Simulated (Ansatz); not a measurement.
Tl (bcc)

Computed with Ansatz (plane waves, PAW, 420 eV cutoff): HSE06, scalar-relativistic, no spin polarisation, 8×8×8 k-mesh, Gaussian smearing of 0.05 eV; PAW files: Ansatz's generated set soft_2.

```yaml
crystal:
  lattice:
    - [-1.96950, 1.96950, 1.96950]
    - [1.96950, -1.96950, 1.96950]
    - [1.96950, 1.96950, -1.96950]
  atoms:
    - { symbol: Tl, position: [0.00000, 0.00000, 0.00000] }
```

At room temperature and ambient pressure Tl is hcp.

The volume is at zero pressure for this level.

Path: Γ–H–N–Γ–P–H | P–N, with Γ = (0.000, 0.000, 0.000), H = (0.500, -0.500, 0.500), N = (0.000, 0.000, 0.500), P = (0.250, 0.250, 0.250) in reciprocal vectors of the calculation's cell.

**Question.** Is it a metal or an insulator, and if it has a gap, where are the band edges on this path?

**Answer.** A metal: bands cross the Fermi level.

Levels between -5 and 3 eV from the Fermi level at the path's named points:
| point | below E_F (eV) | above E_F (eV) |
| --- | --- | --- |
| Γ |  |  |
| H | -1.96 | 1.66 1.66 1.66 |
| N | -2.83 |  |
| P | -4.67 | 0.79 0.79 0.79 |

The calculation's cell holds 13 valence electrons, an odd number. Without magnetic order each band takes two, so one stays part-filled and the crystal must be a metal.

These numbers lack spin–orbit coupling. For a metal under a hybrid functional this mesh is coarse.
